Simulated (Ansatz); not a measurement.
# MoS2 (P-3m1) in Ansatz: settings compared

One crystal, MoS2, is run at these levels: BLYP+D3(BJ), BLYP+D4; tasks: relaxation of cell and atoms.

All numbers are computed with Ansatz 0.2.0; they aren't measurements. Logs are shortened: lines on timing, memory, paths and dates and some standing lists are left out, and cuts for length are marked.

## 1. Starting point

The structure is trigonal, space group P-3m1 (No. 164). The conventional cell has a = 3.227 Å, b = 3.227 Å, c = 6.312 Å, α = 90.00°, β = 90.00°, γ = 120.00°. Mo (site symmetry -3m) is surrounded by 6 S at 2.42 Å. Around S (site symmetry 3m) lie 3 Mo at 2.42 Å.

Measurements of this composition are mostly on another form, of space group No. 194.

## 2. Relaxation of cell and atoms, BLYP+D3(BJ)

Contents of input.yaml:

```yaml
crystal:
  lattice:
    - [3.2274645616, 0.0, 0.0]
    - [-1.6137322808, 2.7950663001, 0.0]
    - [0.0, 0.0, 6.31247342]
  atoms:
    - { symbol: Mo, position: [0.0, 0.0, 0.5] }
    - { symbol: S, position: [0.6666666667, 0.3333333333, 0.74468068] }
    - { symbol: S, position: [0.3333333333, 0.6666666667, 0.25531932] }
hamiltonian:
  xc: blyp
  pseudopotentials: { kind: paw }
  dispersion: d3bj
kpoints:
  mp_grid: { grid: [9, 9, 4] }
scf:
  occupations: { method: fermi_dirac, width: 0.05 }
output:
  forces: true
  stress: true
  write_density: true
  write_potential: true
  elf: true
  volumetric_format: npy
relax:
  f_tol: 0.01
  max_steps: 40
  cell: { stress_tol: 0.05 }
```

Potentials or basis: Ansatz PAW.

Launch:

```console
$ ansatz run input.yaml --threads 2 --pin off --max-ram 5632MiB --backend cpu --events-out ev --progress --plain --runs-dir out
```

What it wrote:

```text
Warning: RAYON_NUM_THREADS=2 ignored (pool sized by the plan → 2); use --threads N
Engine: ansatz 0.2.0, x86_64-unknown-linux-gnu
Pseudopotentials: kind: paw
Pseudopotential: Mo, paw, valence charge 14, recommended cutoff 420 eV (normal), Mo.paw.azcp
Pseudopotential: S, paw, valence charge 6, recommended cutoff 420 eV (normal), S.paw.azcp
Functional definition: BLYP
  parameter beta = 0.0042
  parameter a = 0.04918
  parameter b = 0.132
  parameter c = 0.2533
  parameter d = 0.349
  exchange = b88_x(beta = beta)
  correlation = lyp_c(a = a, b = b, c = c, d = d)
Crystal: 3 atoms, lattice volume = 56.945 Å³
Basis set: ecut = 420 eV, 1137 PW (Γ), exchange–correlation on 48×48×90 points (8 copies of the dense FFT grid, shifted against one another)
Bands: 17, of which v1, the nominal top of the filled ones, is band 13 counted from 1 (12 counted from 0)
Symmetry: 12 space group operations
Space group: P-3m1 (ITA 164), of the structure as read, at distance tolerance 3.8e-5 Å
k-points: 43 of 324
Non-local potential: Mo, projectors of the file, l = 0: 3, l = 1: 2, l = 2: 2, l = 3: 1
Non-local potential: S, projectors of the file, l = 0: 2, l = 1: 2, l = 2: 2
PAW form: soft (Blöchl's): semilocal exchange-correlation on the pseudo side does not see the compensation charge
PAW frozen core: Mo, regenerated for the run's functional, and the local potential with it (the file was generated under x = pbe(κ = 0.804, μ = 0.2195149727645171), c = pbe(β = 0.06672455060314922))
PAW frozen core: S, regenerated for the run's functional, and the local potential with it (the file was generated under x = pbe(κ = 0.804, μ = 0.2195149727645171), c = pbe(β = 0.06672455060314922))
PAW one-centre angular grid: Mo, 590 points (default); XC on 64 Gauss nodes
PAW one-centre angular grid: S, 110 points (default); XC on 64 Gauss nodes
Initial density: superposition of atomic densities (neutral atoms: chi_scale 0, normalization atom), corrected by the library's trained network
Initial wavefunctions: pseudopotential atomic-orbital guess
Functional: x = b88, c = lyp
SCF iter   1: F=—  HF=-6786.668864 eV  |F-HF|=—  |Δ(HF+E_count)|=         —  Δρ=1.22e-2  dr2=1.50e-1  ethr=1.77e-3  ⟨swp⟩=6.0  Hψ=3983  notcnv=0
preconditioner: auto → LDOS  [metal: Δε(μ)=0.027 eV  Ē_g=7.790 eV  σ=0.050 eV  W_gap=0.13  n_scr=10 (ndim 8)  ℏωp=20.9 eV  f_vac=0.025  D(μ)=1.21/eV (n_scr^D=2)  β→1.0]
SCF iter   2: F=—  HF=-6786.648323 eV  |F-HF|=—  |Δ(HF+E_count)|=   2.05e-2  Δρ=7.08e-3  dr2=6.77e-2  ethr=5.77e-4  ⟨swp⟩=2.2  Hψ=1632  notcnv=0
SCF iter   3: F=—  HF=-6786.636883 eV  |F-HF|=—  |Δ(HF+E_count)|=   1.14e-2  Δρ=8.07e-4  dr2=8.47e-4  ethr=2.61e-4  ⟨swp⟩=2.1  Hψ=1154  notcnv=0
SCF iter   4: F=—  HF=-6786.636815 eV  |F-HF|=—  |Δ(HF+E_count)|=   6.77e-5  Δρ=2.83e-4  dr2=3.81e-5  ethr=3.26e-6  ⟨swp⟩=2.0  Hψ=1109  notcnv=0
SCF iter   5: F=—  HF=-6786.636782 eV  |F-HF|=—  |Δ(HF+E_count)|=   3.33e-5  Δρ=6.54e-5  dr2=2.17e-6  ethr=1.47e-7  ⟨swp⟩=2.0  Hψ=1119  notcnv=0
SCF iter   6: F=-6786.636783 eV  HF=-6786.636783 eV  |F-HF|=9.59e-8  |Δ(HF+E_count)|=   9.32e-7  Δρ=1.44e-5  dr2=5.14e-8  ethr=3.85e-10  ⟨swp⟩=7.1  Hψ=5171  notcnv=0
SCF 1 converged in 6 iterations: F = -6786.636783 eV  dr2 = 5.14e-8
relax step   1: F+E_penalty+E_count = -6786.63678303 eV  Δ(F+E_penalty+E_count) = +0.000e0 eV  max|allowed force component| = 6.442e-1 eV/Å  Δτ_max = 0.0000 Å  P = +0.292 GPa  Ω = 56.945 Å³  (6 SCF iters, dr2 threshold 1.00e-7 eV, accepted)
Crystal: 3 atoms, lattice volume = 52.548 Å³
Basis set: ecut = 420 eV, 1041 PW (Γ), exchange–correlation on 48×48×90 points (8 copies of the dense FFT grid, shifted against one another)
Initial density: handed on by an earlier stage of this run
Initial wavefunctions: those handed on with the density
iter 1 solved again at ethr=1.44e-4 eV; its pass at ethr=3.10e-3 eV (dr2=3.76e-2 eV) is discarded
SCF iter   1: F=—  HF=-6786.746120 eV  |F-HF|=—  |Δ(HF+E_count)|=         —  Δρ=9.34e-3  dr2=3.79e-2  ethr=1.44e-4  ⟨swp⟩=1.0  Hψ=4558  notcnv=0
preconditioner: auto → Kerker (q_TF=auto, 2.426 Å⁻¹)  [metal: Δε(μ)=0.038 eV  Ē_g=7.795 eV  σ=0.050 eV  W_gap=0.19  n_scr=10 (ndim 8)  ℏωp=21.7 eV  f_vac=0.002  D(μ)=1.04/eV (n_scr^D=2)]
SCF iter   2: F=—  HF=-6786.742214 eV  |F-HF|=—  |Δ(HF+E_count)|=   3.91e-3  Δρ=5.62e-3  dr2=1.55e-2  ethr=1.44e-4  ⟨swp⟩=1.0  Hψ=731  notcnv=0
[... 53 lines left out ...]
SCF iter   5: F=-6786.787042 eV  HF=-6786.787042 eV  |F-HF|=9.09e-11  |Δ(HF+E_count)|=  7.11e-10  Δρ=1.02e-6  dr2=4.43e-10  ethr=4.47e-11  ⟨swp⟩=2.0  Hψ=1109  notcnv=0
SCF iter   6: F=-6786.787042 eV  HF=-6786.787042 eV  |F-HF|=2.55e-11  |Δ(HF+E_count)|=  1.71e-10  Δρ=2.80e-7  dr2=8.25e-11  ethr=1.71e-12  ⟨swp⟩=4.6  Hψ=3763  notcnv=0
SCF 6 converged in 6 iterations: F = -6786.787042 eV  dr2 = 8.25e-11
relax step   6: F+E_penalty+E_count = -6786.78704197 eV  Δ(F+E_penalty+E_count) = -6.592e-5 eV  max|allowed force component| = 6.922e-4 eV/Å  Δτ_max = 0.0024 Å  P = -0.016 GPa  Ω = 50.807 Å³  energy of the carried Pulay correction = +5.147e-4 eV  (6 SCF iters, dr2 threshold 1.14e-7 eV, accepted)
Basis set: ecut = 420 eV, 991 PW (Γ), exchange–correlation on 48×48×80 points (8 copies of the dense FFT grid, shifted against one another)
Initial wavefunctions: pseudopotential atomic-orbital guess (no wavefunctions were taken with the density)
iter 1 solved again at ethr=1.50e-7 eV; its pass at ethr=3.10e-3 eV (dr2=3.90e-5 eV) is discarded
SCF iter   1: F=—  HF=-6786.786535 eV  |F-HF|=—  |Δ(HF+E_count)|=         —  Δρ=1.21e-4  dr2=8.59e-7  ethr=1.50e-7  ⟨swp⟩=3.1  Hψ=5972  notcnv=0
SCF iter   2: F=—  HF=-6786.786632 eV  |F-HF|=—  |Δ(HF+E_count)|=   9.68e-5  Δρ=6.42e-5  dr2=2.35e-7  ethr=3.30e-9  ⟨swp⟩=1.8  Hψ=916  notcnv=0
SCF iter   3: F=—  HF=-6786.786632 eV  |F-HF|=—  |Δ(HF+E_count)|=   4.11e-7  Δρ=2.24e-6  dr2=7.97e-10  ethr=9.04e-10  ⟨swp⟩=2.2  Hψ=1289  notcnv=0
SCF iter   4: F=—  HF=-6786.786632 eV  |F-HF|=—  |Δ(HF+E_count)|=  2.75e-10  Δρ=3.48e-7  dr2=5.20e-11  ethr=3.07e-12  ⟨swp⟩=2.7  Hψ=1336  notcnv=0
iter 5 did not close the SCF: its close was put off for the readings that it lacked (scf_convergence_deferred on its scf_iter line)
SCF iter   5: F=-6786.786632 eV  HF=-6786.786632 eV  |F-HF|=5.46e-12  |Δ(HF+E_count)|=  1.82e-12  Δρ=1.13e-7  dr2=8.23e-12  ethr=1.00e-12  ⟨swp⟩=1.0  Hψ=731  notcnv=0
iter 6 did not close the SCF: its close was put off for the readings that it lacked (scf_convergence_deferred on its scf_iter line)
SCF iter   6: F=-6786.786632 eV  HF=-6786.786632 eV  |F-HF|=0.00e0  |Δ(HF+E_count)|=  1.82e-12  Δρ=2.21e-8  dr2=7.79e-13  ethr=1.00e-12  ⟨swp⟩=1.0  Hψ=731  notcnv=0
iter 7 did not close the SCF: its close was put off for the readings that it lacked (scf_convergence_deferred on its scf_iter line)
SCF iter   7: F=-6786.786632 eV  HF=-6786.786632 eV  |F-HF|=2.73e-12  |Δ(HF+E_count)|=  9.09e-13  Δρ=6.28e-9  dr2=5.44e-14  ethr=1.00e-12  ⟨swp⟩=1.0  Hψ=731  notcnv=0
iter 8 did not close the SCF: its close was put off for the readings that it lacked (scf_convergence_deferred on its scf_iter line)
SCF iter   8: F=-6786.786632 eV  HF=-6786.786632 eV  |F-HF|=0.00e0  |Δ(HF+E_count)|=  9.09e-13  Δρ=1.35e-9  dr2=1.26e-15  ethr=1.00e-12  ⟨swp⟩=1.0  Hψ=731  notcnv=0
SCF iter   9: F=-6786.786632 eV  HF=-6786.786632 eV  |F-HF|=9.09e-13  |Δ(HF+E_count)|=  9.09e-13  Δρ=3.13e-10  dr2=8.56e-17  ethr=1.00e-12  ⟨swp⟩=2.1  Hψ=1965  notcnv=0
SCF 7 converged in 9 iterations: F = -6786.786632 eV  dr2 = 8.56e-17
relax step   7: F+E_penalty+E_count = -6786.78663240 eV  Δ(F+E_penalty+E_count) = +4.096e-4 eV  max|allowed force component| = 8.358e-4 eV/Å  Δτ_max = 0.0000 Å  P = -0.018 GPa  Ω = 50.807 Å³  stress off target by 2.17e-2 GPa  SCF on the basis re-selected at this cell (its energy is not comparable with the rows above)  (9 SCF iters)
basis re-selected at this cell: Δ(F+E_penalty+E_count) = +4.096e-4 eV, ΔP = -0.002 GPa vs the last step (what re-selecting the basis moved, of the pressure what is left beyond the Pulay correction that the steps carried, after the strain that the cell walked since its last selection, with what the two solves' SCF thresholds leave and, on support functions, any second-order correction that the steps lacked; it is no measure of the basis error at this ecutwfc). The dense FFT grid was sized anew with the basis: this SCF ran on 24×24×40 points, the steps before it on 24×24×45, so part of this shift can come from that change (see relax.cell in the input reference). This SCF's stress stands 2.17e-2 GPa from its target on what of the cell is left free (relax.cell.stress_tol is 5.00e-2 GPa) and its largest allowed force component is 8.36e-4 eV/Å (relax.f_tol is 1.00e-2 eV/Å): within both
SCF converged after 9 iterations
Free energy (F): -6786.786632 eV
Harris-Foulkes:  -6786.786632 eV  (|F-HF|=9.09e-13)
Internal energy: -6786.775431 eV  (E = F + TS)
E sigma→0 (E₀):  -6786.781032 eV
Entropy (-TS):   -0.011201 eV (-3.734 meV/atom)
Fermi energy:    12.451573 eV
--- Per-component energies (eV) ---
  E_band       = -120.304700
  E_kinetic    = 658.971455
  E_local      = -1639.653905  (includes V_loc(G=0)·N_el)
  E_nonlocal   = 201.740713
  E_hartree    = 604.747289
  E_xc         = -373.637537
  E_vxc        = -396.737957  (∫ρ·V_xc dr)
  E_paw        = -4429.427587  (= ΣΔE_a)
  E_vpaw       = -154.119623  (= ΣTr[D̂ρ^β])
  E_aug_tail   = 0.000039  (compensation charges beyond the density's cutoff)
  E_ewald      = -1806.659171
  E_disp       = -2.980734  (pairwise vdW)
  E_core_change = 0.124007  (= ΣΔE_core)
  E_smearing   = -0.011201  (= −TS)
  E_closure    = 0.000000  (closes the sum)
  Σ components = -6786.786632   (vs F -6786.786632, Δ=0.00e0)
--- Forces (eV/Å), atoms counted from 1 ---
  atom   1  Mo    -0.00000000     0.00000000     0.00000000
  atom   2  S     -0.00000000     0.00000000    -0.00083576
  atom   3  S     -0.00000000    -0.00000000     0.00083576
  max |Σ_I F_I| component: 4.63e-18 eV/Å
--- Stress (GPa, compression-positive) ---
       -0.016078       0.000000       0.000000
        0.000000      -0.016078      -0.000000
       -0.000000      -0.000000      -0.021726
  P = ⅓ Tr σ = -0.0180 GPa (-0.180 kbar)
--- Band table (eV; the first three rows and the last of 43) ---
  k-point 0: bands = ["-49.3971", "-23.4205", "-23.3844", "-23.3844", "-2.7100", "-0.6732", "5.3348", "8.4299", "8.4299", "11.2939", "11.5071", "11.5071", "11.6602", "12.1127", "12.1127", "15.1679", "15.1679"]
  k-point 1: bands = ["-49.3971", "-23.4206", "-23.3844", "-23.3844", "-2.4869", "-1.0783", "6.0171", "8.4581", "8.4581", "9.7716", "11.4904", "11.4904", "11.9331", "11.9331", "12.5142", "15.4965", "15.4965"]
  k-point 2: bands = ["-49.3971", "-23.4208", "-23.3844", "-23.3844", "-1.9648", "-1.7622", "7.2099", "8.2856", "8.4875", "8.4875", "11.4751", "11.4751", "11.7716", "11.7716", "12.8059", "15.8258", "15.8258"]
  k-point 42: bands = ["-49.3633", "-23.6007", "-23.6007", "-23.3504", "-0.4398", "-0.4398", "6.8404", "6.8404", "7.5345", "8.2135", "8.6686", "8.6686", "12.5410", "12.5410", "13.0732", "16.4566", "16.4566"]
--- Relaxed structure (6 steps of the walk, 6 accepted, 1 SCFs on fresh bases) ---
  F+E_penalty+E_count = -6786.78663240 eV   max|allowed force component| = 8.358e-4 eV/Å   (the final SCF, on the basis selected at the relaxed cell)
  cell:  # Å, volume = 50.8070 Å³
    - [3.232989917999808, -2.1609499373379524e-33, -1.5618080544000155e-33]
    - [-1.616494958999904, 2.7998513991668026, -1.1287040308290554e-17]
    - [-3.160013916062841e-34, -2.5491038238786622e-17, 5.612858006638293]
  atoms:
    - { symbol: Mo, position: [3.851859888774472e-34, 0.0, 0.49999999999999994] }
    - { symbol: S, position: [0.6666666666666665, 0.3333333333333333, 0.7769400750492301] }
    - { symbol: S, position: [0.3333333333333333, 0.6666666666666666, 0.22305992495076962] }
```

Wall time 29 s (2 threads of Intel Xeon at 2.50GHz (Skylake/Cascade Lake), shared host); peak memory 0.39 GiB.

What came out:

```yaml
Free_energy: -6786.7866 eV
Relaxed_volume: 16.94 Å³/atom
Relaxed_cell: a = 3.233 Å, b = 3.233 Å, c = 5.613 Å, α = 90.00°, β = 90.00°, γ = 120.00°
Space_group_after_relaxing_to_0.05_Å: P-3m1 (No. 164)
Energy_gained_by_relaxing: 49.9 meV/atom
Ionic_steps: 7
Pressure_after_relaxing: 0.0 GPa
Band_gap_on_the_k_mesh: none (metal or under the smearing width)
```

The path:
| step | energy change (eV) | largest force (eV/Å) | volume (Å³) |
| --- | --- | --- | --- |
| 1 | 0.0000 | 0.6442 | 56.94 |
| 2 | -0.1032 | 0.1670 | 52.55 |
| 3 | -0.1406 | 0.2231 | 50.76 |
| 4 | -0.1499 | 0.0514 | 50.71 |
| 5 | -0.1502 | 0.0327 | 50.80 |
| 6 | -0.1503 | 0.0007 | 50.81 |
| 7 | -0.1498 | 0.0008 | 50.81 |

Final structure:
```
Mo S
1.0
     3.23299    0.00000    0.00000
    -1.61649    2.79985    0.00000
     0.00000    0.00000    5.61286
Mo S
1 2
Cartesian
  0.0000 0.0000 2.8064
  1.6165 0.9333 4.3609
  0.0000 1.8666 1.2520
```

Levels at points of the mesh, in eV from the Fermi level:
```
            k point  band 11  band 12  band 13  band 14  band 15  band 16
 (0.00, 0.00, 0.00)    -0.94    -0.94    -0.79    -0.34    -0.34     2.72
(0.00, 0.00, -0.50)    -0.98    -0.98    -0.68    -0.68     0.35     3.37
```

Caveat: the plane-wave basis is chosen anew once the cell has moved, so the energies of steps on either side of that aren't comparable; the PAW data sets come from PBE, with cores solved anew for the run's functional, which leaves a small shift of forces and pressure.

## 3. Relaxation of cell and atoms, BLYP+D4

input.yaml, as its differences from that of step 2:

```diff
@@ -12,3 +12,3 @@
   pseudopotentials: { kind: paw }
-  dispersion: d3bj
+  dispersion: d4
 kpoints:
@@ -20,6 +20,2 @@
   stress: true
-  write_density: true
-  write_potential: true
-  elf: true
-  volumetric_format: npy
 relax:
```

Potentials or basis: Ansatz PAW.

Launch:

```console
$ ansatz run input.yaml --threads 2 --pin off --max-ram 5632MiB --backend cpu --events-out ev --progress --plain --runs-dir out
```

Run time: 31 s. Hardware: 2 threads of Intel Xeon at 2.50GHz (Skylake/Cascade Lake), shared host; peak memory 0.39 GiB.

Results (log left out):

| Property | Result |
| --- | --- |
| Free energy | -6786.4175 eV |
| Relaxed volume | 17.39 Å³/atom |
| Relaxed cell | a = 3.249 Å, b = 3.249 Å, c = 5.706 Å, α = 90.00°, β = 90.00°, γ = 120.00° |
| Space group after relaxing (to 0.05 Å) | P-3m1 (No. 164) |
| Energy gained by relaxing | 34.9 meV/atom |
| Ionic steps | 7 |
| Pressure after relaxing | 0.0 GPa |

Step by step:
```
step  energy change (eV)  largest force (eV/Å)  volume (Å³)
   1              0.0000                0.6190        56.94
   2             -0.0769                0.1822        53.24
   3             -0.0986                0.1806        52.29
   4             -0.1051                0.0314        52.13
   5             -0.1051                0.0071        52.19
   6             -0.1051                0.0005        52.16
   7             -0.1048                0.0006        52.16
```

Final structure:
```xyz
3
Lattice="3.2490 0.0000 0.0000 -1.6245 2.8137 0.0000 0.0000 0.0000 5.7059" Properties=species:S:1:pos:R:3 pbc="T T T"
Mo    0.0000    0.0000    2.8530
S     1.6245    0.9379    4.4049
S     0.0000    1.8758    1.3010
```

Caveat: the plane-wave basis is chosen anew once the cell has moved, so the energies of steps on either side of that aren't comparable; the PAW data sets come from PBE, with cores solved anew for the run's functional, which leaves a small shift of forces and pressure.
